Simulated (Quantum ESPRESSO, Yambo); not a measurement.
# A GW chain in Yambo: ZnSe (Stilleite), part 2 of 3

Wanted: ground state, empty states, screening and self-energy for ZnSe (Stilleite).

Quantum ESPRESSO 7.5 and Yambo 5.3.0; PBE and many-body steps on it, plane waves. Known limits of the many-body steps: not at the basis limit; no spin-orbit coupling; coarse k mesh.

So far. Step 2 (Ground state): The gap is direct, at Γ. Step 3 (Bands along the symmetry lines): The gap is 1.291 eV, as in the run before at this level.

## (4) Empty states on the mesh, 4×4×4 mesh, 211 bands

Level of this step: DFT, PBE, plane waves, norm-conserving pseudopotentials (Quantum ESPRESSO).

The sums over transitions need many empty states on a uniform mesh; this step solves for them.

File pw.in:

```
&control
  calculation = 'nscf'
  prefix = 'x'
  outdir = 'o'
  pseudo_dir = 'pseudo'
/
&system
  ibrav = 0
  nat = 2
  ntyp = 2
  ecutwfc = 104.0
  nbnd = 211
  force_symmorphic = .true.
/
&electrons
  conv_thr = 1e-9
  electron_maxstep = 80
  diago_full_acc = .true.
  diago_thr_init = 5e-6
/
ATOMIC_SPECIES
  Zn 65.38 Zn.upf
  Se 78.971 Se.upf
CELL_PARAMETERS angstrom
  -0.0000000000 2.8338000000 2.8338000000
  2.8338000000 -0.0000000000 2.8338000000
  2.8338000000 2.8338000000 0.0000000000
ATOMIC_POSITIONS crystal
  Zn 0.0000000000 0.0000000000 0.0000000000
  Se 0.2500000000 0.2500000000 0.2500000000
K_POINTS automatic
  4 4 4 0 0 0
```

Started as:

```console
$ OMP_NUM_THREADS=1 mpirun -n 4 pw.x -nk 4 -in pw.in > pw.out
```

Log:

```text
[banner, memory and clock lines left out]
Program PWSCF v.7.5 starts

     Atomic positions and unit cell read from directory:
     o/x.save/

     Message from routine setup:
     using ibrav=0 with symmetry is DISCOURAGED, use correct ibrav instead

     G-vector sticks info

     bravais-lattice index     =            0
     lattice parameter (alat)  =       7.5733  a.u.
     unit-cell volume          =     307.1384 (a.u.)^3
     number of atoms/cell      =            2
     number of atomic types    =            2
     number of electrons       =        44.00
     number of Kohn-Sham states=          211
     kinetic-energy cutoff     =     104.0000  Ry
     charge density cutoff     =     416.0000  Ry
     Exchange-correlation= PBE
                           (   1   4   3   4   0   0   0)

     celldm(1)=   7.573263  celldm(2)=   0.000000  celldm(3)=   0.000000
     celldm(4)=   0.000000  celldm(5)=   0.000000  celldm(6)=   0.000000

     crystal axes: (cart. coord. in units of alat)
               a(1) = (  -0.000000   0.707107   0.707107 )
               a(2) = (   0.707107  -0.000000   0.707107 )
               a(3) = (   0.707107   0.707107   0.000000 )

     reciprocal axes: (cart. coord. in units 2 pi/alat)
               b(1) = ( -0.707107  0.707107  0.707107 )
               b(2) = (  0.707107 -0.707107  0.707107 )
               b(3) = (  0.707107  0.707107 -0.707107 )
     Pseudo is Norm-conserving + core correction, Zval = 20.0
     Generated using ONCVPSP code by D. R. Hamann
     Using radial grid of 1326 points,  6 beta functions with:
     Pseudo is Norm-conserving + core correction, Zval = 24.0
     Generated using ONCVPSP code by D. R. Hamann
     Using radial grid of 1214 points,  6 beta functions with:
     Zn               20.00    65.38000     Zn( 1.00)
     Se               24.00    78.97100     Se( 1.00)

     24 Sym. Ops. (no inversion) found

   Cartesian axes

     site n.     atom                  positions (alat units)
         1        Zn     tau(   1) = (   0.0000000   0.0000000   0.0000000  )
         2        Se     tau(   2) = (   0.3535534   0.3535534   0.3535534  )

     number of k points=     8
                       cart. coord. in units 2pi/alat
        k(    1) = (   0.0000000   0.0000000   0.0000000), wk =   0.0312500
        k(    2) = (   0.1767767   0.1767767  -0.1767767), wk =   0.2500000
        k(    3) = (  -0.3535534  -0.3535534   0.3535534), wk =   0.1250000
[...]
k(    7) = (  -0.7071068   0.0000000   0.0000000), wk =   0.0937500
        k(    8) = (  -0.7071068   0.3535534   0.0000000), wk =   0.1875000

     Dense  grid:    44039 G-vectors     FFT dimensions: (  50,  50,  50)

     The potential is recalculated from file :
     o/x.save/charge-density

     Starting wfcs are   23 randomized atomic wfcs +  188 random wfcs

     Band Structure Calculation

     End of band structure calculation

          k = 0.0000 0.0000 0.0000 (  5577 PWs)   bands (ev):

  -198.4430-137.9212-137.9212-137.9212-116.4660 -70.6256 -70.6256 -70.6256
   -38.0966 -38.0966 -38.0966 -38.0925 -38.0925  -4.4790   2.2368   2.2368
     2.2368   2.6048   2.6048   8.7791   8.7791   8.7791  10.0703  14.5929
    14.5929  14.5929  18.7189  20.2713  20.2713  21.8455  21.8455  21.8455
[...]
[... 15 further rows ...]
[...]
157.8918 157.8918 157.8918

          k = 0.1768 0.1768-0.1768 (  5492 PWs)   bands (ev):

  -198.4430-137.9212-137.9212-137.9212-116.4660 -70.6257 -70.6257 -70.6257
[...]
[... 15 further rows ...]
[...]
150.6402 150.6818 150.8265

          k =-0.3536-0.3536 0.3536 (  5480 PWs)   bands (ev):

  -198.4430-137.9212-137.9212-137.9212-116.4660 -70.6257 -70.6257 -70.6257
[...]
66.8190  66.8190  66.8650  68.6406  68.6406  68.7404  68.8674  68.8674
     [... 15 further rows ...]
   146.1357 146.4773 146.4773 148.1179 149.2772 149.7909 149.7909 150.1507
   151.0590 151.0591 151.6811

          k = 0.3536 0.0000 0.0000 (  5457 PWs)   bands (ev):

     [... further k-points ...]

     highest occupied, lowest unoccupied level (ev):     8.7791   10.0703

     XML data file, pseudopotentials, collected wavefunctions
```

Elapsed: 24 s, on 4 MPI ranks of Arm Neoverse V1, shared host; peak memory 0.61 GiB.

This step gave:

* gap: 1.291 eV
* k of the valence top: 0, 0, 0
* k of the conduction bottom: 0, 0, 0
* least direct gap: 1.291 eV
* k points computed: 8
* lowest point of the top converged band, above the valence top: 139.3418 eV

On this mesh the gap is 1.291 eV.

## (5) Conversion and set-up

This step: Yambo 5.3.0; conversion and set-up on PBE, plane waves, norm-conserving pseudopotentials.

The states are converted to the many-body program's format and the q mesh is built.

Started as:

```console
$ (cd o/x.save; p2y > p2y.log; mv SAVE ../..); yambo > setup.log
```

Log:

```text
 Yambo, version 5.3.0

 [02] CORE Variables Setup
 =========================

  [02.01] Unit cells
  ==================

  Cell kind             :  FCC
  Atoms in the cell     :  Zn  Se
  number of Zn atoms    :  1
  number of Se atoms    :  1

  List of atomic masses
  Mass of Zn    :  65.38000
  Mass of Se    :  78.97100

  List of atomic coordinates    : [cc]
  Zn1       :  0.000000  0.000000  0.000000  order 1
  Se1       :  2.677553  2.677553  2.677553  order 2

  Alat factors          :  5.355106  5.355106  5.355106 [a.u.]
  Direct lattice volume :  307.1384 [a.u.]
  Direct lattice vectors:  A[ 1 ]  A[ 2 ]  A[ 3 ]
   A[ 1 ]: -0.000000  1.000000  1.000000  [iru]
  -0.000000  5.355106  5.355106  [cc]
   A[ 2 ]:  1.000000 -0.000000  1.000000  [iru]
   5.355106 -0.000000  5.355106  [cc]
   A[ 3 ]:  1.000000  1.000000  0.000000  [iru]
   5.355106  5.355106  0.000000  [cc]

  Recip. lattice volume :  0.807617 [a.u.]
  Recip. lattice vectors:  B[ 1 ]  B[ 2 ]  B[ 3 ]
   B[ 1 ]: -0.500000  0.500000  0.500000  [iku]
  -0.586654  0.586654  0.586654  [cc]
   B[ 2 ]:  0.500000 -0.500000  0.500000  [iku]
   0.586654 -0.586654  0.586654  [cc]
   B[ 3 ]:  0.500000  0.500000 -0.500000  [iku]
   0.586654  0.586654 -0.586654  [cc]

  [02.02] Symmetries
  ==================

  Inversion symmetry    : yes
  Spatial inversion     : no
  Inversion index       :  25
  K-space Time-reversal : yes
  Magnetic symmetries   : no
  Time-reversal derived K-space symmetries:   25   48
  Group table correct   : yes
  Symmetries units      :  [cc]

   [S  1]:   1.0000      0.12943E-16  0.12943E-16  0.12943E-16   1.0000     -0.12943E-16 -0.12943E-16 -0.12943E-16   1.0000
   [S  2]:  -1.0000     -0.12943E-16  0.12943E-16 -0.12943E-16  -1.0000     -0.12943E-16  0.12943E-16  0.12943E-16   1.0000
   [S  3]:  -1.0000      0.12943E-16 -0.12943E-16 -0.12943E-16   1.0000      0.12943E-16  0.12943E-16 -0.12943E-16  -1.0000
[...]
[S  9]:  0.12943E-16   1.0000      0.12943E-16 -0.12943E-16  0.12943E-16   1.0000       1.0000     -0.12943E-16 -0.12943E-16
   [S 10]:  0.12943E-16  -1.0000     -0.12943E-16 -0.12943E-16 -0.12943E-16  -1.0000       1.0000      0.12943E-16  0.12943E-16
     [... 36 further rows ...]
   [S*47]:   1.0000      0.12943E-16 -0.12943E-16  0.12943E-16 -0.12943E-16  -1.0000     -0.12943E-16   1.0000      0.12943E-16
   [S*48]:   1.0000     -0.12943E-16  0.12943E-16  0.12943E-16  0.12943E-16   1.0000     -0.12943E-16  -1.0000     -0.12943E-16

  [02.03] Reciprocal space
  ========================

  nG shells         :   406
  nG charge         :   44039
  nG WFs            :   6589
  nC WFs            :   5577
  G-vecs. in first 40 shells:  [ Number ]
     1    9   15   27   51   59   65   89  113
    137   169   181   229   259   283   307   331   339
    387   411   459   531   537   561   609   645   701
[...]
1139  1211  1243  1291
  ...
[...]
K/Q-points units:
  rlu = crystal or reduced units; cc = cartesian coordinates; iku = interal k-units

  K [1]          [rlu]:  0.000000  0.000000  0.000000
         WF components:   5577
  K [2]          [rlu]:  0.33641E-17  0.33641E-17  0.25000
         WF components:   5492
  K [3]          [rlu]: -0.67283E-17 -0.67283E-17 -0.50000
         WF components:   5480
  K [4]          [rlu]: -0.60307E-17  0.25000      0.25000
         WF components:   5457
  K [5]          [rlu]: -0.10092E-16  0.25000     -0.50000
         WF components:   5486
  [... 2 further k-points ...]
  K [8]          [rlu]:  0.250000 -0.500000 -0.250000
         WF components:   5520

  [02.05] Energies & Occupations
  ==============================

  [X] === General ===
  [X] Electronic Temperature                        :  0.000000  0.000000 [eV K]
  [X] Bosonic    Temperature                        :  0.000000  0.000000 [eV K]
  [X] Finite Temperature mode                       : no
  [X] El. density                                   :  0.96675E+24 [cm-3]
  [X] Fermi Level                                   :  8.779089 [eV]

  [X] === Gaps and Widths ===
  [X] Conduction Band Min                           :  1.291205 [eV]
  [X] Valence Band Max                              :  0.000000 [eV]
  [X] Filled Bands                                  :  22
  [X] Empty Bands                                   :   23  211
  [X] Direct Gap                                    :  1.291205 [eV]
  [X] Direct Gap localized at k                     :  1
  [X] Indirect Gap                                  :  1.291205 [eV]
  [X] Indirect Gap between kpts                     :  1  1
  [X] Last valence band width                       :  2.657666 [eV]
  [X] 1st conduction band width                     :  4.197883 [eV]

  E @ K [1]:  [eV]
  -207.2221 -146.7002 -146.7002 -146.7002 -125.2451  -79.4047  -79.4047  -79.4047
  -46.87564 -46.87564 -46.87564 -46.87154 -46.87154 -13.25808  -6.54231  -6.54231
   -6.5423      -6.1742      -6.1742     -0.73847E-10 -0.41223E-10   0.0000       1.2912       5.8138
[...]
occ @ K [1]
[...]
E @ K [2]:  [eV]
[...]
occ @ K [2]
[...]
E @ K [3]:  [eV]
[...]
occ @ K [3]
[...]
E @ K [4]:  [eV]
[...]
occ @ K [4]
[...]
E @ K [5]:  [eV]
[...]
occ @ K [5]
[...]
[... 2 further k-points ...]
  E @ K [8]:  [eV]
[...]
occ @ K [8]
[...]
0.000000  0.000000  0.000000  0.000000  0.000000  0.000000  0.000000  0.000000
   0.000000  0.000000  0.000000  0.000000  0.000000  0.000000  0.000000  0.000000

 [03] Transferred momenta grid and indexing
 ==========================================

 IBZ Q-points                                      :   8
 BZ  Q-points                                      :   64

 K/Q-points units:
 rlu = crystal or reduced units; cc = cartesian coordinates; iku = interal k-units

 Q [1]          [rlu]:  0.000000  0.000000  0.000000
 Q [2]          [rlu]:  0.33641E-17  0.33641E-17  0.25000
 Q [3]          [rlu]: -0.67283E-17 -0.67283E-17 -0.50000
[...]
Q [7]          [rlu]:  0.12061E-16 -0.50000     -0.50000
 Q [8]          [rlu]:  0.250000 -0.500000 -0.250000

  [03.01] X indexes
  =================

   [03.01.01] Sigma indexes
   ========================

 [06] Game Over & Game summary
```

Elapsed: 3.1 s, on 1 MPI rank; peak memory 0.26 GiB.

(Part 2 of 3 ends here.)

[Paths, hosts, dates, memory and timing lines, banners, echoed tables and standing remarks are left out of the program output.]

[Logs are printed without paths, hosts, clocks, repeated set-up lines and the standing remarks that a program may print on its own settings, such as how far it seeks lower states.]

[Runs of the session that timed out or met a known fault of the program may be left out.]

[Hosts, paths, dates, database ids (printed as entryN), source tags and the programs' standing remarks are cut or masked in the printed files.]
